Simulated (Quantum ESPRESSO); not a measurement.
# TePb (Fm-3m) in Quantum ESPRESSO: further runs, part 3 of 5

Quantum ESPRESSO 7.5. Earlier steps stand in the parts before.

**4. Phonons, PBE, target pressure 10 GPa, at which the enthalpy is minimised**

Contents of pw.in:

```
&CONTROL
  calculation = 'scf'
  prefix = 'pwscf'
  outdir = './tmp'
  pseudo_dir = './pseudo'
  tprnfor = .true.
  tstress = .true.
  disk_io = 'low'
/
&SYSTEM
  ibrav = 0
  A = 4.56932402
  nat = 2
  ntyp = 2
  ecutwfc = 45
  ecutrho = 360
  nbnd = 16
  occupations = 'smearing'
  smearing = 'fd'
  degauss = 0.00367493
/
&ELECTRONS
  conv_thr = 4d-10
  electron_maxstep = 120
  mixing_beta = 0.5
/
ATOMIC_SPECIES
Pb   207.2000 pb_pbe_v1.uspp.F.UPF
Te   127.6000 te_pbe_v1.uspp.F.UPF
CELL_PARAMETERS alat
   0.0000000000    0.7071067812    0.7071067812
   0.7071067812    0.0000000000    0.7071067812
   0.7071067812    0.7071067812    0.0000000000
ATOMIC_POSITIONS alat
Pb     0.0000000000    0.0000000000    0.0000000000
Te     0.7071067812    0.7071067812    0.7071067812
K_POINTS automatic
4 4 4 1 1 1
```

Contents of relax.in:

```
&CONTROL
  calculation = 'vc-relax'
  prefix = 'pwscf'
  outdir = './tmp'
  pseudo_dir = './pseudo'
  tprnfor = .true.
  tstress = .true.
  disk_io = 'low'
  nstep = 40
  forc_conv_thr = 0.0001
  etot_conv_thr = 1d-06
/
&SYSTEM
  ibrav = 0
  A = 4.56932402
  nat = 2
  ntyp = 2
  ecutwfc = 45
  ecutrho = 360
  nbnd = 16
  occupations = 'smearing'
  smearing = 'fd'
  degauss = 0.00367493
/
&ELECTRONS
  conv_thr = 4d-10
  electron_maxstep = 120
  mixing_beta = 0.5
/
&IONS
  ion_dynamics = 'bfgs'
/
&CELL
  cell_dynamics = 'bfgs'
  press = 100
  press_conv_thr = 0.2
/
ATOMIC_SPECIES
Pb   207.2000 pb_pbe_v1.uspp.F.UPF
Te   127.6000 te_pbe_v1.uspp.F.UPF
CELL_PARAMETERS alat
   0.0000000000    0.7071067812    0.7071067812
   0.7071067812    0.0000000000    0.7071067812
   0.7071067812    0.7071067812    0.0000000000
ATOMIC_POSITIONS alat
Pb     0.0000000000    0.0000000000    0.0000000000
Te     0.7071067812    0.7071067812    0.7071067812
K_POINTS automatic
4 4 4 1 1 1
```

Contents of gamma.in:

```
&CONTROL
  calculation = 'bands'
  prefix = 'pwscf'
  outdir = './tmp'
  pseudo_dir = './pseudo'
  disk_io = 'low'
  verbosity = 'high'
/
&SYSTEM
  ibrav = 0
  A = 4.3797445
  nat = 2
  ntyp = 2
  ecutwfc = 45
  ecutrho = 360
  nbnd = 16
  occupations = 'smearing'
  smearing = 'fd'
  degauss = 0.00367493
/
&ELECTRONS
  conv_thr = 1d-08
  electron_maxstep = 120
  mixing_beta = 0.5
  diago_full_acc = .true.
  startingwfc = 'random'
/
ATOMIC_SPECIES
Pb   207.2000 pb_pbe_v1.uspp.F.UPF
Te   127.6000 te_pbe_v1.uspp.F.UPF
CELL_PARAMETERS alat
   0.0000000000    0.7071067816    0.7071067816
   0.7071067816    0.0000000000    0.7071067816
   0.7071067816    0.7071067816    0.0000000000
ATOMIC_POSITIONS alat
Pb     0.0000000000    0.0000000000    0.0000000000
Te     0.7071067816    0.7071067816    0.7071067816
K_POINTS crystal
1
0.0 0.0 0.0 1
```

Contents of scf2.in:

```
&CONTROL
  calculation = 'scf'
  prefix = 'pwscf'
  outdir = './tmp'
  pseudo_dir = './pseudo'
  tprnfor = .true.
  tstress = .true.
  disk_io = 'low'
/
&SYSTEM
  ibrav = 0
  A = 4.3797445
  nat = 2
  ntyp = 2
  ecutwfc = 45
  ecutrho = 360
  nbnd = 16
  occupations = 'fixed'
/
&ELECTRONS
  conv_thr = 1d-13
  electron_maxstep = 120
  mixing_beta = 0.5
  startingpot = 'file'
/
ATOMIC_SPECIES
Pb   207.2000 pb_pbe_v1.uspp.F.UPF
Te   127.6000 te_pbe_v1.uspp.F.UPF
CELL_PARAMETERS alat
   0.0000000000    0.7071067816    0.7071067816
   0.7071067816    0.0000000000    0.7071067816
   0.7071067816    0.7071067816    0.0000000000
ATOMIC_POSITIONS alat
Pb     0.0000000000    0.0000000000    0.0000000000
Te     0.7071067816    0.7071067816    0.7071067816
K_POINTS automatic
4 4 4 1 1 1
```

Contents of ph.in:

```
phonons of TePb
&INPUTPH
  prefix = 'pwscf'
  outdir = './tmp'
  tr2_ph = 1d-18
  fildyn = 'dyn'
  niter_ph = 90
  alpha_mix(1) = 0.7
  epsil = .true.
/
0.0000000000 0.0000000000 0.0000000000
```

Contents of dynmat.in:

```
&INPUT
  fildyn = 'dyn'
  asr = 'crystal'
  lperm = .true.
  filout = 'dynmat.disp'
  fileig = 'dynmat.eig'
/
```

Contents of dynmat_lo.in:

```
&INPUT
  fildyn = 'dyn'
  asr = 'crystal'
  filout = 'dynmat_lo.disp'
  fileig = 'dynmat_lo.eig'
  q(1) = 0
  q(2) = 0
  q(3) = 1
/
```

Potentials or basis: GBRV 1.5 PBE.

Command:

```bash
OMP_NUM_THREADS=1 pw.x -in pw.in > pw.out
OMP_NUM_THREADS=1 pw.x -in relax.in > relax.out
OMP_NUM_THREADS=1 pw.x -in gamma.in > gamma.out
OMP_NUM_THREADS=1 pw.x -in scf2.in > scf2.out
OMP_NUM_THREADS=1 ph.x -in ph.in > ph.out
OMP_NUM_THREADS=1 dynmat.x -in dynmat.in > dynmat.out
OMP_NUM_THREADS=1 dynmat.x -in dynmat_lo.in > dynmat_lo.out
```

pw.out:

```text
This program is part of the open-source Quantum ESPRESSO suite
     for quantum simulation of materials; please cite
[... 9 lines left out ...]
     --------------------
     sticks:   dense  smooth     PW     G-vecs:    dense   smooth      PW
     Sum        1843     925    283                52345    18499    3071

     Using Slab Decomposition

     bravais-lattice index     =            0
     lattice parameter (alat)  =       8.6348  a.u.
     unit-cell volume          =     455.2369 (a.u.)^3
     number of atoms/cell      =            2
     number of atomic types    =            2
     number of electrons       =        20.00
     number of Kohn-Sham states=           16
     kinetic-energy cutoff     =      45.0000  Ry
     charge density cutoff     =     360.0000  Ry
     scf convergence threshold =      4.0E-10
     mixing beta               =       0.5000
     number of iterations used =            8  plain     mixing
     Exchange-correlation= SLA  PW   PBE  PBE
                           (   1   4   3   4   0   0   0)

     celldm(1)=   8.634771  celldm(2)=   0.000000  celldm(3)=   0.000000
     celldm(4)=   0.000000  celldm(5)=   0.000000  celldm(6)=   0.000000

[... 8 lines left out ...]
               b(3) = (  0.707107  0.707107 -0.707107 )

     PseudoPot. # 1 for Pb read from file:
     pb_pbe_v1.uspp.F.UPF
     Pseudo is Ultrasoft + core correction, Zval = 14.0
     Generated by new atomic code, or converted to UPF format
     Using radial grid of  899 points,  6 beta functions with:
                l(1) =   0
                l(2) =   0
                l(3) =   1
                l(4) =   1
                l(5) =   2
                l(6) =   2
     Q(r) pseudized with  6 coefficients,  rinner =    1.000   1.000   1.000
                                                       1.000   1.000

     PseudoPot. # 2 for Te read from file:
     te_pbe_v1.uspp.F.UPF
     Pseudo is Ultrasoft + core correction, Zval =  6.0
     Generated by new atomic code, or converted to UPF format
     Using radial grid of  891 points,  5 beta functions with:
                l(1) =   0
                l(2) =   0
                l(3) =   1
                l(4) =   1
                l(5) =   2
     Q(r) pseudized with  6 coefficients,  rinner =    1.800   1.800   1.800
                                                       1.800   1.800

     atomic species   valence    mass     pseudopotential
     Pb               14.00   207.20000     Pb( 1.00)
     Te                6.00   127.60000     Te( 1.00)

     48 Sym. Ops., with inversion, found

   Cartesian axes

     site n.     atom                  positions (alat units)
         1        Pb     tau(   1) = (   0.0000000   0.0000000   0.0000000  )
         2        Te     tau(   2) = (   0.7071068   0.7071068   0.7071068  )

     number of k points=    10  Fermi-Dirac smearing, width (Ry)=  0.0037
                       cart. coord. in units 2pi/alat
        k(    1) = (   0.0883883   0.0883883   0.0883883), wk =   0.0625000
        k(    2) = (   0.2651650   0.2651650  -0.0883883), wk =   0.1875000
        k(    3) = (  -0.2651650  -0.2651650   0.4419417), wk =   0.1875000
        k(    4) = (  -0.0883883  -0.0883883   0.2651650), wk =   0.1875000
        k(    5) = (   0.4419417   0.0883883   0.0883883), wk =   0.1875000
        k(    6) = (  -0.0883883  -0.4419417   0.6187184), wk =   0.3750000
        k(    7) = (   0.0883883  -0.2651650   0.4419417), wk =   0.3750000
        k(    8) = (  -0.6187184   0.0883883   0.0883883), wk =   0.1875000
        k(    9) = (   0.2651650   0.2651650   0.2651650), wk =   0.0625000
        k(   10) = (  -0.2651650  -0.2651650   0.7954951), wk =   0.1875000

     Dense  grid:    52345 G-vectors     FFT dimensions: (  54,  54,  54)

     Smooth grid:    18499 G-vectors     FFT dimensions: (  40,  40,  40)

     Initial potential from superposition of free atoms

     starting charge      19.9974, renormalised to      20.0000

     negative rho (up, down):  1.582E-02 0.000E+00
     Starting wfcs are   13 randomized atomic wfcs +    3 random wfcs

     Self-consistent Calculation

     iteration #  1     ecut=    45.00 Ry     beta= 0.50
     Davidson diagonalization with overlap
     ethr =  1.00E-02,  avg # of iterations =  5.4

     Threshold (ethr) on eigenvalues was too large:
     Diagonalizing with lowered threshold

     Davidson diagonalization with overlap
     ethr =  1.71E-04,  avg # of iterations =  4.0

     negative rho (up, down):  1.524E-02 0.000E+00

     total energy              =    -190.70698563 Ry
     estimated scf accuracy    <       0.03398456 Ry

     iteration #  2     ecut=    45.00 Ry     beta= 0.50
     Davidson diagonalization with overlap
     ethr =  1.70E-04,  avg # of iterations =  2.0

     negative rho (up, down):  1.536E-02 0.000E+00

     total energy              =    -190.71520164 Ry
     estimated scf accuracy    <       0.00236281 Ry

     iteration #  3     ecut=    45.00 Ry     beta= 0.50
     Davidson diagonalization with overlap
     ethr =  1.18E-05,  avg # of iterations =  4.6

     negative rho (up, down):  1.535E-02 0.000E+00

     total energy              =    -190.71566681 Ry
     estimated scf accuracy    <       0.00037606 Ry

     iteration #  4     ecut=    45.00 Ry     beta= 0.50
     Davidson diagonalization with overlap
     c_bands:  1 eigenvalues not converged
     c_bands:  1 eigenvalues not converged
     ethr =  1.88E-06,  avg # of iterations =  5.8

     negative rho (up, down):  1.538E-02 0.000E+00

     total energy              =    -190.71569626 Ry
     estimated scf accuracy    <       0.00000618 Ry

     iteration #  5     ecut=    45.00 Ry     beta= 0.50
     Davidson diagonalization with overlap
     c_bands:  2 eigenvalues not converged
     ethr =  3.09E-08,  avg # of iterations = 11.9

     negative rho (up, down):  1.544E-02 0.000E+00

     total energy              =    -190.71572829 Ry
     estimated scf accuracy    <       0.00000153 Ry

     iteration #  6     ecut=    45.00 Ry     beta= 0.50
     Davidson diagonalization with overlap
     ethr =  7.65E-09,  avg # of iterations =  4.5

     negative rho (up, down):  1.554E-02 0.000E+00

     total energy              =    -190.71572818 Ry
     estimated scf accuracy    <       0.00000057 Ry

     iteration #  7     ecut=    45.00 Ry     beta= 0.50
     Davidson diagonalization with overlap
     c_bands:  2 eigenvalues not converged
     ethr =  2.85E-09,  avg # of iterations =  8.6

     negative rho (up, down):  1.554E-02 0.000E+00

     total energy              =    -190.71572835 Ry
     estimated scf accuracy    <       0.00000001 Ry

     iteration #  8     ecut=    45.00 Ry     beta= 0.50
     Davidson diagonalization with overlap
     c_bands:  1 eigenvalues not converged
     ethr =  5.86E-11,  avg # of iterations =  7.5

     negative rho (up, down):  1.554E-02 0.000E+00

     total energy              =    -190.71572839 Ry
     estimated scf accuracy    <          1.7E-09 Ry

     iteration #  9     ecut=    45.00 Ry     beta= 0.50
     Davidson diagonalization with overlap
     ethr =  8.38E-12,  avg # of iterations =  3.4

     negative rho (up, down):  1.554E-02 0.000E+00

     End of self-consistent calculation

          k = 0.0884 0.0884 0.0884 (  2319 PWs)   bands (ev):

    -9.2604  -9.2604  -9.2498  -9.2480  -9.2480  -4.4170   1.4333   6.1675
     6.1675   6.3682  10.8192  10.9898  10.9898  13.1355  13.5353  13.5353

          k = 0.2652 0.2652-0.0884 (  2327 PWs)   bands (ev):

    -9.2685  -9.2680  -9.2477  -9.2406  -9.2374  -3.7524   0.0369   5.2467
     6.6898   7.3137   8.7493   9.0610  11.2541  13.6194  14.2741  15.8335

          k =-0.2652-0.2652 0.4419 (  2332 PWs)   bands (ev):

    -9.2786  -9.2685  -9.2465  -9.2352  -9.2315  -3.0954  -0.9516   5.6023
     6.0733   6.5458   9.1640   9.4599  10.0803  14.4636  15.8402  16.5476

          k =-0.0884-0.0884 0.2652 (  2319 PWs)   bands (ev):

    -9.2713  -9.2586  -9.2516  -9.2425  -9.2408  -4.0722   0.7093   5.7220
     5.7953   7.0585   9.0971  11.0455  11.1721  12.4251  14.7423  14.9537

          k = 0.4419 0.0884 0.0884 (  2329 PWs)   bands (ev):

    -9.2929  -9.2549  -9.2543  -9.2336  -9.2319  -3.4684   0.1120   4.9592
     5.1824   5.3205  10.9964  11.3624  11.7216  12.0550  15.8288  16.7468

          k =-0.0884-0.4419 0.6187 (  2315 PWs)   bands (ev):

    -9.3004  -9.2588  -9.2484  -9.2357  -9.2263  -2.8059  -0.5399   3.6920
     4.3179   6.4761   9.7519  11.9668  12.8577  13.3323  15.2996  15.8365

          k = 0.0884-0.2652 0.4419 (  2316 PWs)   bands (ev):

    -9.2848  -9.2634  -9.2475  -9.2362  -9.2323  -3.2213  -0.4840   4.6585
     5.3382   6.7575   9.1745  10.5454  11.7212  13.3257  15.8352  16.1292

          k =-0.6187 0.0884 0.0884 (  2319 PWs)   bands (ev):

    -9.3123  -9.2573  -9.2507  -9.2271  -9.2259  -2.9208  -0.0638   3.3295
     4.8474   4.9254  11.0664  12.3069  12.4524  13.5334  15.8324  17.5603

          k = 0.2652 0.2652 0.2652 (  2337 PWs)   bands (ev):

    -9.2704  -9.2704  -9.2480  -9.2351  -9.2351  -3.4785  -0.5761   6.4717
     6.4717   7.2168   8.6561   9.0529   9.0529  14.5999  15.6247  15.6247

          k =-0.2652-0.2652 0.7955 (  2318 PWs)   bands (ev):

    -9.2884  -9.2645  -9.2436  -9.2371  -9.2316  -2.9122  -0.7874   4.0517
     5.7840   6.1170   9.9258   9.9917  12.3408  14.1946  15.3577  15.7977

     the Fermi energy is     8.0041 ev

!    total energy              =    -190.71572839 Ry
     estimated scf accuracy    <          3.4E-11 Ry
     smearing contrib. (-TS)   =      -0.00000002 Ry
     internal energy E=F+TS    =    -190.71572837 Ry

     The total energy is F=E-TS. E is the sum of the following terms:
     one-electron contribution =     -45.93782780 Ry
     hartree contribution      =      35.16032179 Ry
     xc contribution           =     -77.84001227 Ry
     ewald contribution        =    -102.09821009 Ry

     convergence has been achieved in   9 iterations

     negative rho (up, down):  1.554E-02 0.000E+00

     Forces acting on atoms (cartesian axes, Ry/au):

     atom    1 type  1   force =     0.00000000    0.00000000    0.00000000
     atom    2 type  2   force =     0.00000000    0.00000000   -0.00000000

     Total force =     0.000000     Total SCF correction =     0.000000

     Computing stress (Cartesian axis) and pressure

     negative rho (up, down):  1.554E-02 0.000E+00
          total   stress  (Ry/bohr**3)                   (kbar)     P=       19.83
   0.00013479   0.00000000   0.00000000           19.83        0.00        0.00
   0.00000000   0.00013479   0.00000000            0.00       19.83        0.00
   0.00000000   0.00000000   0.00013479            0.00        0.00       19.83

=------------------------------------------------------------------------------=
   JOB DONE.
=------------------------------------------------------------------------------=
```

Run time: 5.2 min. Hardware: 1 thread of Arm Neoverse V1, shared host; peak memory 0.22 GiB.

What came out:

```yaml
Free_energy: -2594.5380 eV
Relaxed_volume: 29.70 Å³/atom
Relaxed_cell: a = 4.380 Å, b = 4.380 Å, c = 4.380 Å, α = 60.00°, β = 60.00°, γ = 60.00°
Space_group_after_relaxing_to_0.05_Å: Fm-3m (No. 225)
Pressure_after_relaxing: 10.0 GPa
Electronic_dielectric_tensor_diagonal: 39.97
Born_charges_mean_of_the_diagonal: Pb +5.96; Te -5.98 e
Highest_phonon_frequency_at_Γ_LO-TO_splitting_left_out: 87 cm⁻¹
Static_dielectric_tensor_diagonal: 89.58
```

Step by step:
```csv
step,energy change (eV),largest force (eV/Å),pressure (GPa),volume (Å³)
1,0.0000,0.0000,1.98,67.46
2,0.0512,0.0000,4.13,64.74
3,0.2005,0.0000,8.22,60.80
4,0.2910,0.0000,10.25,59.22
5,0.2791,0.0000,9.99,59.41
6,0.2795,0.0000,10.00,59.41
```

Final structure:
```
CELL_PARAMETERS angstrom
0.00000 3.09695 3.09695
3.09695 0.00000 3.09695
3.09695 3.09695 0.00000
ATOMIC_POSITIONS crystal
Pb 0.00000 0.00000 0.00000
Te 0.50000 0.50000 0.50000
```

Levels at points of the mesh, in eV from the valence-band top:
| k point | band 7 | band 8 | band 9 | band 10 | band 11 | band 12 | band 13 | band 14 |
| --- | --- | --- | --- | --- | --- | --- | --- | --- |
| (0.12, 0.12, 0.12) | -5.74 | -1.63 | -1.63 | -1.24 | 3.56 | 3.72 | 3.72 | 5.54 |

Phonon frequencies in cm⁻¹ (negative: imaginary):
```
              q point     frequencies
(0.000, 0.000, 0.000)  0 0 0 87 87 87
```

Electronic dielectric tensor:
```
39.97  0.00  0.00
 0.00 39.97  0.00
 0.00  0.00 39.97
```

Born effective charge tensors (e):
atom 1, Pb
```
5.96 0.00 0.00
0.00 5.96 0.00
0.00 0.00 5.96
```
atom 2, Te
```
-5.98  0.00  0.00
 0.00 -5.98  0.00
 0.00  0.00 -5.98
```

Optical modes at Γ, degenerate ones joined, polar ones without the macroscopic field:
```csv
cm⁻¹,components,symmetry,active in,"IR intensity, summed ((D/Å)²/amu)"
87,3,T1u,IR,31.25
```

Zone-centre frequencies without and with the macroscopic field along z (cm⁻¹):
|  | optical modes in rising order |
| --- | --- |
| without | 87 87 87 |
| with the field | 87 87 130 |

Static dielectric tensor, electrons and zone-centre modes:
```
89.58  0.00  0.00
 0.00 89.58  0.00
 0.00  0.00 89.58
```

Caveat: the mesh is thin for the dielectric tensor, Born charges and intensities, which usually come out too large; the cell is more than 3 GPa from zero pressure, which shifts response properties.

(Continued in part 4 of 5.)
